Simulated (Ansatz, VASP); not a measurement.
Ni: VASP beside Ansatz

```
Ni
1.0
    -1.33769    1.33769    1.48058
     1.33769   -1.33769    1.48058
     1.33769    1.33769   -1.48058
Ni
1
Direct
  0.00000 0.00000 0.00000
```

Change from the starting cell: stretched by +7 % along [0.0, 0.0, 1.0] at fixed volume; collinear moments without spin-orbit coupling, PAW files.

Alike in both runs: task single point; functional PBE; k mesh 13 × 13 × 13; occupations fermi-dirac, width 0.05 eV; collinear spin.

```csv
,VASP,Ansatz
version,VASP 6.6.1,Ansatz 0.2.0
potentials or method,"VASP PAW PBE potentials, release 64 (Ni)","PAW with Ansatz's default frozen-core files, scalar-relativistic"
plane-wave cutoff (eV),520,420
valence electrons in the cell,10,18
```

```tsv
	VASP	Ansatz	Ansatz less VASP
pressure (GPa)	7.4	7.5	+0.12
largest component of the traceless stress (GPa)	5.37	5.57	+0.206
net moment per atom (μB)	0.58	0.59	+0.008
size of the moment on the site where the two differ most (μB)	0.59	0.62	+0.034
```

Site moments also hang on the region over which each program counts them. With one functional, cell and mesh, what is left measures potentials, basis and numerics. The two sets of potentials don't hold the same shells in valence.
